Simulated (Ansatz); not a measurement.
## ZnSe (Stilleite): G0W0 under other settings

Aim: change settings of a G0W0 run on ZnSe (Stilleite) and see what moves.

Program: Ansatz 0.2.0. Level of theory: G0W0 on PBE, plane waves, PAW. Results are calculated unless marked as measured.

Report form: the programs' logs are mostly left out.

## 1. Starting point

The structure is cubic, space group F-43m (No. 216). The conventional cell has a = 5.668 Å, b = 5.668 Å, c = 5.668 Å, α = 90.00°, β = 90.00°, γ = 90.00°. Nearest to Zn lie 4 Se at 2.45 Å. Se has 4 Zn at 2.45 Å nearest. Farther neighbours and most contacts between anions are not listed.

The cell and positions come from the Crystallography Open Database and are kept as given unless a step says otherwise. The default PAW set here is soft_2. Its files were made with PBE.

## 2. The base run: 4×4×4 mesh, 135 empty bands, screening to 120 eV

G0W0 replaces the xc potential by the self-energy, built once from these orbitals. Only a window of levels is corrected, while the sums run over the empty bands that the input names.

File input.yaml:

```yaml
crystal:
  lattice:
    - [0.0, 2.8338, 2.8338]
    - [2.8338, 0.0, 2.8338]
    - [2.8338, 2.8338, 0.0]
  atoms:
    - { symbol: Zn, position: [0.0, 0.0, 0.0] }
    - { symbol: Se, position: [0.25, 0.25, 0.25] }
kpoints:
  mp_grid: { grid: [4, 4, 4] }
hamiltonian:
  xc: pbe
scf:
  occupations: { method: fixed }
gw:
  n_empty_bands: 135
  ecut_chi: 120
  qp_bands: [v2, c2]
  qp_kpoints: band_edges
  screening: { model: contour_deformation }
```

On the command line:

```console
> ansatz run input.yaml --threads 3 --pin off --max-ram 92160MiB --backend cuda --events-out ev --progress --plain --runs-dir out --devices 1 --max-vram 13GiB
```

It took 11 s on 1 × NVIDIA H100 80GB HBM3 (shared by 6 runs) with 3 threads of AMD EPYC 7R13 (Zen 3), shared host; peak memory 1.1 GiB.

This step gave:

* bands summed: 149
* RPA ε∞ on this mesh (eigenvalues): 13.63, 13.63, 13.63
* plane waves in the screening matrix: 137
* q-points in the mesh: 64
* G0W0 gap on the mesh: 2.292 eV
* k of the valence top: 0, 0, 0
* k of the conduction bottom: 0, 0, 0
* starting gap on the mesh: 1.276 eV
* Z at the valence top: 0.7522
* Z at the conduction bottom: 0.7770
* least direct G0W0 gap on the computed points: 2.292 eV

The gap on the mesh goes from 1.28 eV to 2.29 eV, a correction of +1.02 eV. Between the two edge states, bare exchange in place of the xc potential would open the gap by 7.42 eV, and correlation takes back 6.40 eV.

## 3. Variant: wider window of levels

input.yaml, the sections that differ from step 2:

```yaml
gw:
  n_empty_bands: 103
  ecut_chi: 100
  qp_bands: [v6, c6]
  qp_kpoints: [[0, 0, 0]]
  screening: { model: contour_deformation }
# crystal, kpoints, hamiltonian, scf: as in step 2
```

Elapsed: 9.3 s, on 1 × NVIDIA H100 80GB HBM3 (shared by 6 runs) with 3 threads; peak memory 1 GiB.

Absolute levels on the run's own zero. QP, by row:

```
k index  band  KS (eV)  Sigma_x (eV)  Sigma_c (eV)  Vxc (eV)       Z  QP linearised (eV)  QP (eV)  source  doubts
      0     9   0.2402        -48.21         9.363    -37.02  0.6724               -1.59   -1.581    root        
      0    10   0.6084        -51.01         9.621    -39.44  0.6796              -1.339   -1.339    root        
      0    11   0.6084        -51.01         9.621    -39.44  0.6796              -1.339   -1.339    root        
      0    12    6.809        -21.95         2.436    -18.85  0.7527               6.127    6.145    root        
      0    13    6.809        -21.95         2.436    -18.85  0.7527               6.127    6.145    root        
      0    14    6.809        -21.95         2.436    -18.85  0.7527               6.127    6.145    root        
      0    15    8.084        -9.484        -3.944     -13.8  0.7769                8.46    8.456    root        
      0    16     12.6        -6.916        -4.462    -11.65  0.7614               12.87    12.87    root        
      0    17     12.6        -6.916        -4.462    -11.65  0.7614               12.87    12.87    root        
      0    18     12.6        -6.916        -4.462    -11.65  0.7614               12.87    12.87    root        
      0    19    16.72        -4.245        -5.531    -9.808  0.7307               16.75    16.75    root        
      0    20    18.28        -7.674        -5.088    -13.02  0.7535               18.54    18.54    root
```

Against the base:

```
              setting        base      variant
          empty bands         135          103
screening cutoff (eV)         120          100
         levels asked    v2 to c2     v6 to c6
         points asked  band edges  [[0, 0, 0]]
```

## 4. Variant: all filled levels at the zone centre

Changes to input.yaml since step 3:

```diff
@@ -17,3 +17,3 @@
   ecut_chi: 100
-  qp_bands: [v6, c6]
+  qp_bands: [lowest, c2]
   qp_kpoints: [[0, 0, 0]]
```

Run time: 8.7 s. Hardware: 1 × NVIDIA H100 80GB HBM3 (shared by 6 runs) with 3 threads; peak memory 1 GiB; 13 s of CPU time.

Absolute levels on the run's own zero. QP, by row:

```
k index  band  KS (eV)  Sigma_x (eV)  Sigma_c (eV)  Vxc (eV)       Z  QP linearised (eV)  QP (eV)  source          doubts
      0     1      -40        -72.75         13.34    -54.72  0.6586              -45.22   -44.69    root  energies_apart
      0     2      -40        -72.75         13.34    -54.72  0.6586              -45.22   -44.69    root  energies_apart
      0     3      -40        -72.75         13.34    -54.72  0.6586              -45.22   -44.69    root  energies_apart
      0     4      -40        -72.75         13.34    -54.73  0.6584              -45.21   -44.68    root  energies_apart
      0     5      -40        -72.75         13.34    -54.73  0.6584              -45.21   -44.68    root  energies_apart
      0     6   -6.449         -23.4         7.114    -15.85  0.6338              -6.896   -6.886    root                
      0     7   0.2402        -48.21         9.363    -37.02  0.6724               -1.59   -1.581    root                
      0     8   0.2402        -48.21         9.363    -37.02  0.6724               -1.59   -1.581    root                
      0     9   0.2402        -48.21         9.363    -37.02  0.6724               -1.59   -1.581    root                
      0    10   0.6084        -51.01         9.621    -39.44  0.6796              -1.339   -1.339    root                
      0    11   0.6084        -51.01         9.621    -39.44  0.6796              -1.339   -1.339    root                
      0    12    6.809        -21.95         2.436    -18.85  0.7527               6.127    6.145    root                
      0    13    6.809        -21.95         2.436    -18.85  0.7527               6.127    6.145    root                
      0    14    6.809        -21.95         2.436    -18.85  0.7527               6.127    6.145    root                
      0    15    8.084        -9.484        -3.944     -13.8  0.7769                8.46    8.456    root                
      0    16     12.6        -6.916        -4.462    -11.65  0.7614               12.87    12.87    root
```

Against the base:

```
              setting        base       variant
          empty bands         135           103
screening cutoff (eV)         120           100
         levels asked    v2 to c2  lowest to c2
         points asked  band edges   [[0, 0, 0]]
```

## 5. Results

```yaml
base: 2.29 eV, 11 s
wider_window_of_levels: direct gap at the listed points 2.31 eV, 9.3 s
all_filled_levels_at_the_zone_centre: direct gap at the listed points 2.31 eV, 8.7 s
```

In words: Wider window of levels: only the listed points were computed; the least direct gap there is 2.31 eV, with empty bands, screening cutoff, levels asked and points asked changed against the base. All filled levels at the zone centre: only the listed points were computed; the least direct gap there is 2.31 eV, with empty bands, screening cutoff, levels asked and points asked changed against the base. All runs here use a coarse mesh and modest cutoffs; they test settings and are not final values. The 4×4×4 mesh is coarse for this cell (its supercell is 16 Å along the shortest edge). The RPA ε∞ on it, from the PBE start, is 13.63; such meshes misread the long-range screening, most where the gap is narrow. The many-body steps are scalar-relativistic: spin-orbit coupling is not in them.

[Paths, hosts, dates, memory and timing lines, banners, echoed tables and standing remarks are left out of the program output.]

[Logs are printed without paths, hosts, clocks, repeated set-up lines and the standing remarks that a program may print on its own settings, such as how far it seeks lower states.]

[Runs of the session that timed out or met a known fault of the program may be left out.]

[Cells called generated may have been cut or substituted from an entry of the Crystallography Open Database or the Materials Project.]

[Hosts, paths, dates, database ids (printed as entryN), source tags and the programs' standing remarks are cut or masked in the printed files.]
